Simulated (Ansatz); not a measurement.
# A series in volume scale on BaTe

All results are calculated (Ansatz 0.2.0). Periodic Kohn-Sham DFT of a crystal at fixed atoms, scaled to volume_scale times the given cell; pressure positive in compression, energy less spherical unpolarised free atoms, largest_vzz the field gradient of largest size among the nuclei.

The cell before it is scaled or strained (space group Fm-3m, No. 225):
```
CELL_PARAMETERS angstrom
0.00000 3.41000 3.41000
3.41000 0.00000 3.41000
3.41000 3.41000 0.00000
ATOMIC_POSITIONS crystal
Ba 0.00000 0.00000 0.00000
Te 0.50000 0.50000 0.50000
```

Settings of every row: method frozen-core PAW; functional PBEsol; relativity scalar; k mesh 10x10x10; filling fermi-dirac; smearing width 0.05 eV; wave cutoff 420 eV; paw set soft_2.

Atom start moment: 0 on all atoms.

Limits: PAW files made with PBE; no spin-orbit coupling on heavy atoms.

```
row  volume scale  V (Å³/atom)  pressure (GPa)
  1          0.94       37.273           4.744
  2          0.96       38.066           3.699
  3          0.98       38.859           2.757
  4          0.99       39.255           2.322
  5             1       39.652           1.908
  6          1.01       40.048           1.516
  7          1.02       40.445               ?
  8          1.04       41.238           0.453
  9          1.06       42.031           -0.17
```

Question: what pressure should row 7 give?

Worked fit of pressure. Take u = (V_r/V)^(2/3) − 1 with V_r = 39.454 Å³ an atom, which is twice the finite (Eulerian) strain; such expansions in the strain, on which the Birch-Murnaghan equation of state is built, carry the rest volume and the bulk modulus. The shown rows have u = 0.03864, 0.02416, 0.01018, 0.00338, -0.00333, -0.00991, -0.02905, -0.0413. Least squares give pressure = 2.1119 + 61.707 × u + 161.41 × u² + 120 × u³ GPa; a parabola predicts inner rows, each left out in turn, worse (root mean square 0.0018 against 0.0005 GPa). All shown rows lie on it to the printed digit. The pressure vanishes at u = -0.0379, or V = 41.81 Å³ an atom, and there the bulk modulus at fixed shape and fractions is B = −V dP/dV = (2/3)(1 + u) dP/du = 32.1 GPa. The withheld row has u = -0.0164, so the fit gives 2.1119 + 61.707 × (-0.0164) + 161.41 × (-0.0164)² + 120 × (-0.0164)³ = 1.143 GPa.

The calculation gave 1.143 GPa. The fit meets it to the printed digit.
